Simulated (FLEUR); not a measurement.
Fe in FLEUR: convergence with lnonsphr

Input of the first run (lnonsphr 3); the others differ in this setting and in those tied to it:

inp.xml

```xml
<?xml version="1.0" encoding="UTF-8" standalone="no"?>
<fleurInput fleurInputVersion="0.39">
   <comment>
      Fe                                                                                                  
   </comment>
   <calculationSetup>
      <cutoffs Kmax="4.76" Gmax="14.7" GmaxXC="14.7" numbands="0"/>
      <scfLoop itmax="60" minDistance="0.00001" maxIterBroyd="15" imix="Anderson" alpha="0.05" precondParam="0.0" spinf="2.0" sdNocoIR="T"/>
      <coreElectrons ctail="T" frcor="F" kcrel="0" coretail_lmax="0"/>
      <xcFunctional name="pbe" relativisticCorrections="F"/>
      <magnetism jspins="2"/>
      <soc l_soc="F" theta="0.0" phi="0.0" spav="F"/>
      <expertModes spex="0" secvar="F"/>
      <geometryOptimization l_f="T" forcealpha="1.0" forcemix="BFGS" epsdisp="0.0005" epsforce="0.0002"/>
      <ldaU l_linMix="F" mixParam="0.05" spinf="1.0"/>
   </calculationSetup>
   <cell>
      <bzIntegration valenceElectrons="32.0" mode="hist" fermiSmearingEnergy="0.00183747">
         <kPointListSelection listName="default-1"/>
         <!-- k-points included here -->
         <xi:include xmlns:xi="http://www.w3.org/2001/XInclude" href="kpts.xml"> </xi:include>
      </bzIntegration>
      <!-- symmetry operations included here -->
      <xi:include xmlns:xi="http://www.w3.org/2001/XInclude" href="sym.xml"> </xi:include>
      <bulkLattice scale="1.0">
         <bravaisMatrix>
            <row-1>    4.5998911803346623     0.0000000000000000     0.0000000000000000</row-1>
            <row-2>   -2.2999455902618178     3.9836226168433098     0.0000000000000000</row-2>
            <row-3>    0.0000000000000000     0.0000000000000000     7.2602039369602549</row-3>
         </bravaisMatrix>
      </bulkLattice>
   </cell>
   <atomSpecies>
      <species name="Iron (Fe) 3.000" element="Fe" atomicNumber="26">
         <mtSphere radius="2.06" gridPoints="687" logIncrement="0.018"/>
         <atomicCutoffs lmax="8" lnonsphr="3"/>
         <electronConfig flipSpins="F">
            <coreConfig>(1s1/2) (2s1/2) (2p1/2) (2p3/2)</coreConfig>
            <valenceConfig>(3s1/2) (3p1/2) (3p3/2) (4s1/2) (3d3/2) (3d5/2)</valenceConfig>
            <stateOccupation state="(3d3/2)" spinUp="1.5" spinDown="0.9"/>
            <stateOccupation state="(3d5/2)" spinUp="3.0" spinDown="0.6"/>
         </electronConfig>
         <energyParameters s="4" p="4" d="3" f="4"/>
         <lo type="SCLO" l="0" n="3" eDeriv="0"/>
         <lo type="SCLO" l="1" n="3" eDeriv="0"/>
         <lo type="SCLO" l="1" n="3" eDeriv="1"/>
         <lo type="SCLO" l="2" n="3" eDeriv="2"/>
         <lo type="SCLO" l="3" n="4" eDeriv="2"/>
      </species>
   </atomSpecies>
   <atomGroups>
      <atomGroup species="Iron (Fe) 3.000">
         <relPos label="                   1">-1.000/3.000 1.000/3.000 -1.000/4.000</relPos>
         <relPos label="                   2">1.000/3.000 -1.000/3.000 1.000/4.000</relPos>
         <force calculate="T" relaxXYZ="TTT"/>
      </atomGroup>
   </atomGroups>
   <output dos="F" band="F" slice="F">
      <checks vchk="F" cdinf="F"/>
      <bandDOS minEnergy="-.5*Htr" maxEnergy="0.5*Htr" sigma="0.015" storeEVData="T"/>
      <vacuumDOS vacdos="F" integ="F" star="F" nstars="0" locx1="0.0" locy1="0.0" locx2="0.0" locy2="0.0" nstm="0" tworkf="0.0"/>
      <unfoldingBand unfoldBand="F" supercellX="1" supercellY="1" supercellZ="1"/>
      <plotting iplot="0" polar="F">
         <plot TwoD="T" vec1="  1.0  0.0  0.0" vec2="  0.0  1.0  0.0" vec3="  0.0  0.0  1.0" zero="  0.0  0.0  0.0" file="plot"/>
      </plotting>
      <chargeDensitySlicing numkpt="0" minEigenval="0.0" maxEigenval="0.0" nnne="0" pallst="F"/>
      <specialOutput eonly="F"/>
      <moessbauerParams electricFieldGradient="T" isomerShift="T" coreHyperfine="T" valenceHyperfine="T"/>
      <magneticCircularDichroism mcd="F" energyLo="-10.0" energyUp="0.0"/>
   </output>
  <!-- We include the file relax.xml here to enable relaxations (see documentation) -->
  <xi:include xmlns:xi="http://www.w3.org/2001/XInclude" href="relax.xml"> <xi:fallback/> </xi:include>
</fleurInput>
```

Contents of crystal.txt:

```
Fe
&input cartesian=F /
2.4341575853  0.0000000000  0.0000000000
-1.2170787927  2.1080423057  0.0000000000
0.0000000000  0.0000000000  3.8419344700
1.8897261246
1.0 1.0 1.0

2
26 0.6666666666  0.3333333332  0.7500000000 : 3.000
26 0.3333333332  0.6666666666  0.2500000000 : 3.000

&kpt div1=10 div2=10 div3=6 gamma=T /
```

Potentials or basis: all-electron, FLAPW.

Launch:

```sh
$ inpgen -f crystal.txt -profile fastHighL
$ # inp.xml edited to the form shown
$ fleur_MPI
```

This isn't the form of Fe at room conditions, which is bcc.

Hardware: 1 thread of Arm Neoverse V2, with other jobs on the host.

```tsv
lnonsphr	energy less the tightest run, at zero smearing (meV/atom)	SCF cycles	CPU time (s)	peak memory (GiB)
2	refused	-	-	-
3	10.20	41	150	0.07
4	6.12	39	140	0.07
5	3.30	43	160	0.07
6	1.48	40	160	0.07
8	0.00	40	180	0.07
```

Not settled before the last step: the energy (to 1 meV/atom). The tightest run that finished is the yardstick and may itself not be fully converged.

Caveat, for the tightest run too: the starting moments collapsed, and a magnetic state may lie lower.
